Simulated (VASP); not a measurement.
# Pt (Im-3m) in VASP: notebook

One crystal, Pt, is run at these levels: LDA; tasks: single point.

Program: VASP 6.6.1. These are calculated values, not measurements. Logs are shortened: lines on timing, memory, paths and dates and some standing lists are left out, and cuts for length are marked.

## 1. Starting point

The structure is cubic, space group Im-3m (No. 229). Conventional cell: a = 3.168 Å, b = 3.168 Å, c = 3.168 Å, α = 90.00°, β = 90.00°, γ = 90.00°. Around Pt (site symmetry m-3m) lie 8 Pt at 2.74 Å.

This isn't the form of Pt at room conditions, which is fcc.

## 2. Single point, LDA

INCAR

```
PREC = Accurate
ENCUT = 460
EDIFF = 1E-6
ISMEAR = 1
SIGMA = 0.2
LREAL = False
LASPH = True
NELM = 100
ALGO = Normal
ISIF = 2
LWAVE = False
LCHARG = False
GGA = CA
ADDGRID = False
```

KPOINTS

```
Automatic mesh
0
Gamma
  11 11 11
```

POSCAR

```
Pt
1.0
   -1.5842200000      1.5842200000      1.5842200000
    1.5842200000     -1.5842200000      1.5842200000
    1.5842200000      1.5842200000     -1.5842200000
Pt
1
Direct
    0.0000000000      0.0000000000      0.0000000000
```

Potentials or basis: VASP PAW LDA potentials, release 64 (Pt).

The run is started by

```bash
cat potpaw_LDA.64/Pt/POTCAR > POTCAR
mpirun -np 1 vasp_std > vasp.out
```

OUTCAR:

```text
PREC = Accurate
   ENCUT = 460
   EDIFF = 1E-6
   ISMEAR = 1
   LREAL = False
   LASPH = True
   NELM = 100
   ISIF = 2
   GGA = CA

 Found     56 irreducible k-points:

 Following reciprocal coordinates:
            Coordinates               Weight
  0.000000  0.000000  0.000000      1.000000
  0.090909  0.000000  0.000000     12.000000
  0.181818  0.000000  0.000000     12.000000
  0.272727  0.000000  0.000000     12.000000
  0.363636  0.000000  0.000000     12.000000
  0.454545  0.000000  0.000000     12.000000
   k-points           NKPTS =     56   k-points in BZ     NKDIM =     56   number of bands    NBANDS=      9
   number of dos      NEDOS =    301   number of ions     NIONS =      1
   total plane-waves  NPLWV =   8000
   dimension x,y,z NGX =    20 NGY =   20 NGZ =   20
   dimension x,y,z NGXF=    40 NGYF=   40 NGZF=   40
   ions per type =               1
   NGX,Y,Z   is equivalent  to a cutoff of  12.12, 12.12, 12.12 a.u.
   NGXF,Y,Z  is equivalent  to a cutoff of  24.23, 24.23, 24.23 a.u.
 SYSTEM =  unknown system
   PREC   = accura    normal or accurate (medium, high low for compatibility)
   ISTART =      0    job   : 0-new  1-cont  2-samecut
   ICHARG =      2    charge: 1-file 2-atom 10-const
   ISPIN  =      1    spin polarized calculation?
   LNONCOLLINEAR =      F non collinear calculations
   LSORBIT =      F    spin-orbit coupling
   LASPH  =      T    aspherical Exc in radial PAW
   ENCUT  =  460.0 eV  33.81 Ry    5.81 a.u.   4.80  4.80  4.80*2*pi/ulx,y,z
   NELM   =    100;   NELMIN=  2; NELMDL= -5     # of ELM steps
   EDIFF  = 0.1E-05   stopping-criterion for ELM
   LREAL  =      F    real-space projection
   EDIFFG = 0.1E-04   stopping-criterion for IOM
   NSW    =      0    number of steps for IOM
   IBRION =     -1    ionic relax: 0-MD 1-quasi-New 2-CG
   NFREE  =      0    steps in history (QN), initial steepest desc. (CG)
   ISIF   =      2    stress and relaxation
   ISYM   =      2    0-nonsym 1-usesym 2-fastsym
   POTIM  = 0.5000    time-step for ionic-motion
   TEBEG  =    0.0;   TEEND  =   0.0 temperature during run
   PSTRESS=    0.0 pullay stress
   NELECT =      10.0000    total number of electrons
   NUPDOWN=      -1.0000    fix difference up-down
   EMIN   =  10.00;   EMAX   =-10.00  energy-range for DOS
   EFERMI =   0.00;   METHOD = LEGACY
   ISMEAR =     1;   SIGMA  =   0.20  broadening in eV -4-tet -1-fermi 0-gaus
   EFERMI_NEDOS =   21; number of points for ismear=-14 and -15
   IALGO  =     38    algorithm
   IMIX   =      4    mixing-type and parameters
     AMIX     =   0.40;   BMIX     =  1.00
     AMIX_MAG =   1.60;   BMIX_MAG =  1.00
  volume/ion in A,a.u.               =      15.90       107.33
  Fermi-wavevector in a.u.,A,eV,Ry     =   1.402510  2.650360 26.763132  1.967035
  Thomas-Fermi vector in A             =   2.525265
   LORBIT       =      0    0 simple, 1 ext, 2 COOP (PROOUT), +10 PAW based schemes
   GGA     = CA    functional components
   LHFCALC =     F    Hartree Fock is set to
   AEXX    =    0.0000 exact exchange contribution
   IVDW    =     0    specifies the selected vdW correction
   LEPSILON=     F    determine dielectric tensor
   LRPA    =     F    only Hartree local field effects (RPA)
 non-spin polarized calculation
 Methfessel and Paxton  Order N= 1 SIGMA  =   0.20
  energy-cutoff  :      460.00
  volume of cell :       15.90
 maximum number of plane-waves:       370
   NGX =  9   NGY =  9   NGZ =  9

 number of electron      10.0000000 magnetization

 Free energy of the ion-electron system (eV)
  ---------------------------------------------------
  ext. energy  EPLUGINS =         0.00000000
  ---------------------------------------------------
  free energy    TOTEN  =        -7.31759558 eV

  energy without entropy =       -7.31013434  energy(sigma->0) =       -7.31510850

 E-fermi :   9.8837     XC(G=0): -13.3768

 val. band max:        9.8539297645   @ k =  -0.3636   0.3636   0.0909
 cond. band min:       9.8877714091   @ k =   0.4545   0.0909  -0.0000
 fundamental gap:      0.0338416447
 Fermi energy:         9.8836744637

 k-point     1 :       0.0000    0.0000    0.0000
  band No.  band energies     occupation
      1       0.4797      2.00000
      2       6.4629      2.00000
      3       6.4629      2.00000
      4       6.4629      2.00000
      5       8.9724      2.00000
      6       8.9724      2.00000
      7      27.0065      0.00000
      8      27.0065      0.00000
      9      27.0065      0.00000

 k-point     2 :       0.0909    0.0000    0.0000
  band No.  band energies     occupation
      1       0.8114      2.00000
      2       6.3350      2.00000
      3       6.4613      2.00000
      4       6.7289      2.00000
      5       8.8145      2.00000
      6       8.9817      2.00000
      7      27.1378      0.00000
      8      27.2273      0.00000
      9      27.4945      0.00000

 k-point     3 :       0.1818    0.0000    0.0000
  band No.  band energies     occupation
      1       1.7216      2.00000
      2       6.0080      2.00000
      3       6.4347      2.00000
      4       7.4930      2.00000
      5       8.5692      2.00000
      6       9.0191      2.00000
      7      26.5793      0.00000
      8      26.8996      0.00000
      9      28.8682      0.00000

 k-point     4 :       0.2727    0.0000    0.0000
  band No.  band energies     occupation
      1       2.8278      2.00000
      2       5.6103      2.00000
      3       6.6257      2.00000
      4       8.5644      2.00000
      5       8.6392      2.00000
      6       9.0973      2.00000
      7      23.4451      0.00000
      8      25.5600      0.00000
      9      30.5316      0.00000

 k-point     5 :       0.3636    0.0000    0.0000
  band No.  band energies     occupation
      1       3.3794      2.00000
      2       5.2707      2.00000
      3       7.7727      2.00000
      4       8.8016      2.00000
      5       9.2011      2.00002
      6       9.9126      0.75774
      7      19.6987      0.00000
      8      24.1169      0.00000
      9      27.6601      0.00000

 k-point     6 :       0.4545    0.0000    0.0000
  band No.  band energies     occupation
      1       3.4163      2.00000
      2       5.0789      2.00000
      3       8.7303      2.00000
      4       9.2790      2.00016
      5       9.8391      1.36680
      6      10.8318     -0.00000
      7      16.6998      0.00000
      8      23.2809      0.00000
      9      25.8939      0.00000

 [... further k-points ...]

------------------------ aborting loop because EDIFF is reached ----------------------------------------

  FORCE on cell =-STRESS in cart. coord.  units (eV):
  Direction    XX          YY          ZZ          XY          YZ          ZX
  --------------------------------------------------------------------------------------
  -------------------------------------------------------------------------------------
  Total       -1.4870245     -1.4870245     -1.4870245      0.0000000     -0.0000000      0.0000000
  in kB     -149.8035984   -149.8035984   -149.8035984      0.0000000     -0.0000000      0.0000000
  external PRESSURE =    -149.8035984 kB  Pullay stress =       0.0000000 kB

 VOLUME and BASIS-vectors are now :
 -----------------------------------------------------------------------------
  energy-cutoff  :      460.00
  volume of cell :       15.90
      direct lattice vectors                 reciprocal lattice vectors
    -1.584220000  1.584220000  1.584220000     0.000000000  0.315612731  0.315612731
     1.584220000 -1.584220000  1.584220000     0.315612731  0.000000000  0.315612731
     1.584220000  1.584220000 -1.584220000     0.315612731  0.315612731  0.000000000

 POSITION                                       TOTAL-FORCE (eV/Angst)
 -----------------------------------------------------------------------------------
      0.00000      0.00000      0.00000         0.000000      0.000000      0.000000
 -----------------------------------------------------------------------------------
    total drift:                                0.000000     -0.000000      0.000000

  FREE ENERGIE OF THE ION-ELECTRON SYSTEM (eV)
  ---------------------------------------------------
  free  energy   TOTEN  =        -7.3175955759 eV

  energy  without entropy=       -7.3101343407  energy(sigma->0) =       -7.31510850
```

Wall time 4.6 s (1 thread of Intel Xeon Platinum 8488C (Sapphire Rapids), shared host); peak memory 0.12 GiB.

These settings aren't checked as converged: the numbers below hold their error.

Results:

```yaml
Free_energy: -7.3176 eV
Pressure: -15.0 GPa
Band_gap_on_the_k_mesh: none (metal or under the smearing width)
```

## 3. Single point, LDA

INCAR: that of step 2 with these lines changed.

```diff
@@ -4,3 +4,3 @@
 ISMEAR = 1
-SIGMA = 0.2
+SIGMA = 0.1
 LREAL = False
```

KPOINTS is that of step 2.

POSCAR is that of step 2.

Potentials or basis: VASP PAW LDA potentials, release 64 (Pt).

The run is started by

```bash
cat potpaw_LDA.64/Pt/POTCAR > POTCAR
mpirun -np 1 vasp_std > vasp.out
```

It took 4.9 s on 1 thread of Intel Xeon Platinum 8488C (Sapphire Rapids), shared host; peak memory 0.11 GiB.

These settings aren't checked as converged: the numbers below hold their error.

Results:

```
Free energy            : -7.3146 eV
Pressure               : -15.1 GPa
Band gap on the k mesh : none (metal or under the smearing width)
```

## 4. For comparison

An earlier run on the cell as given: functional PBEsol; potentials or basis VASP PAW PBE potentials, release 64 (Pt); cutoff 520 eV; k mesh 12 × 12 × 12; occupations fermi-dirac, width 0.05 eV; no spin polarisation.

* Pressure: -11.6 GPa
* Band gap on the k mesh: none (metal or under the smearing width)
